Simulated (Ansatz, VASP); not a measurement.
# CaO in VASP and in Ansatz

The input INCAR:

```
SYSTEM = CaO
  PREC = Accurate
  ENCUT = 520
  EDIFF = 1E-7
  ISMEAR = 0
  SIGMA = 0.01
  LREAL = .FALSE.
  LASPH = .TRUE.
  NELM = 100
  ALGO = Normal
  ISIF = 2
  LWAVE = .FALSE.
  LCHARG = .FALSE.
  GGA = CA
  NBANDS = 15
```

Contents of KPOINTS:

```
regular mesh
0
G
  8 8 8
  0 0 0
```

Contents of POSCAR:

```
CaO
1.0
    0.0000000000      2.3539498109      2.3539498109
    2.3539498109      0.0000000000      2.3539498109
    2.3539498109      2.3539498109      0.0000000000
Ca O
1 1
Direct
    0.0000000000      0.0000000000      0.0000000000
    0.5000000000      0.5000000000      0.5000000000
```

Input for Ansatz:

```yaml
crystal:
  lattice:
    - [0.0, 2.35394981088, 2.35394981088]
    - [2.35394981088, 0.0, 2.35394981088]
    - [2.35394981088, 2.35394981088, 0.0]
  atoms:
    - { symbol: Ca, position: [0.0, 0.0, 0.0] }
    - { symbol: O, position: [0.5, 0.5, 0.5] }
kpoints:
  mp_grid: { grid: [8, 8, 8] }
scf:
  occupations: { method: fixed }
  convergence: { dr2_threshold: 1.0e-10 }
hamiltonian:
  xc: lda
  pseudopotentials: { kind: all_electron, lapw: { basis_error: 0.0005 } }
output:
  forces: true
  stress: true
  eigenstates:
    kpoints:
      - [0.0, 0.0, 0.0]
      - [0.0, -0.5, -0.5]
      - [-0.5, 0.0, -0.5]
      - [-0.5, -0.5, 0.0]
      - [-0.5, 0.0, 0.0]
      - [0.0, -0.5, 0.0]
      - [0.0, 0.0, -0.5]
      - [-0.5, -0.5, -0.5]
  eigenvalues: true
```

Change from the starting cell: unstrained.

Alike in both runs: task single point; functional LDA; k mesh 8 × 8 × 8; no spin polarisation.

|  | VASP | Ansatz |
| --- | --- | --- |
| version | VASP 6.6.1 | Ansatz 0.2.0 |
| potentials or method | VASP PAW LDA potentials, release 64 (Ca_sv, O) | all-electron LAPW, scalar-relativistic |
| plane-wave cutoff (eV) | 520 | see its input |
| occupations | gaussian, width 0.01 eV | fixed |

Ansatz gave:

```
gap on the k mesh at the Fermi level (eV) : 3.45
pressure (GPa)                            : 0.0
```

Estimate VASP's values.

gap on the k mesh at the Fermi level (eV): 3.42; pressure (GPa): 1.0.

Ansatz ran all-electron here, so the differences hold the error of VASP's frozen core and of both bases.

A k mesh can miss the band edges.
